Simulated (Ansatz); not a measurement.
Here is an Ansatz 0.2.0 calculation.

Contents of input.yaml:

```yaml
crystal:
  lattice:
    - [1.2511217832, 0.7223354983, 3.3729344033]
    - [-1.2511217832, 0.7223354983, 3.3729344033]
    - [0.0, -1.4446709966, 3.3729344033]
  atoms:
    - { symbol: "N", position: [0.6672382, 0.6672382, 0.6672382] }
    - { symbol: B, position: [0.0003288, 0.0003288, 0.0003288] }
hamiltonian:
  xc: revpbe
  pseudopotentials: { kind: paw }
  dispersion: d3bj
kpoints:
  mp_grid: { grid: [12, 12, 12] }
scf:
  occupations: { method: fermi_dirac, width: 0.05 }
output:
  forces: true
  stress: true
  eigenvalues: true
relax:
  f_tol: 0.01
  max_steps: 40
  cell: { stress_tol: 0.05 }
```

Potentials or basis: Ansatz PAW.

Command:

```console
$ ansatz run input.yaml --threads 2 --pin off --max-ram 5632MiB --backend cpu --events-out ev --progress --plain --runs-dir out
```

Problem. What does it give for the relaxed volume?

Solution. 8.51 Å³/atom.

Problem. Estimate the relaxed cell.

Solution. a = 3.444 Å, b = 3.444 Å, c = 3.444 Å, α = 42.70°, β = 42.70°, γ = 42.70°.

Problem. What does it give for the band gap on the k mesh?

Solution. 4.15 eV, indirect (least direct gap 4.77 eV).

Problem. Predict the space group after relaxing (to 0.05 Å).

Solution. R3m (No. 160).

Final structure:
```cif
data_structure
_symmetry_space_group_name_H-M 'P 1'
_symmetry_Int_Tables_number 1
_cell_length_a 3.4442
_cell_length_b 3.4442
_cell_length_c 3.4442
_cell_angle_alpha 42.703
_cell_angle_beta 42.703
_cell_angle_gamma 42.703
_cell_volume 17.02
loop_
_atom_site_label
_atom_site_type_symbol
_atom_site_fract_x
_atom_site_fract_y
_atom_site_fract_z
_atom_site_occupancy
N1 N 0.66740 0.66740 0.66740 1
B1 B 0.00017 0.00017 0.00017 1
```

Caveat: the plane-wave basis is chosen anew once the cell has moved, so the energies of steps on either side of that aren't comparable; the pressure holds a Pulay correction of +0.6 GPa for the finite cutoff; the PAW data sets come from PBE, with cores solved anew for the run's functional, which leaves a small shift of forces and pressure. A k mesh can miss the band edges.
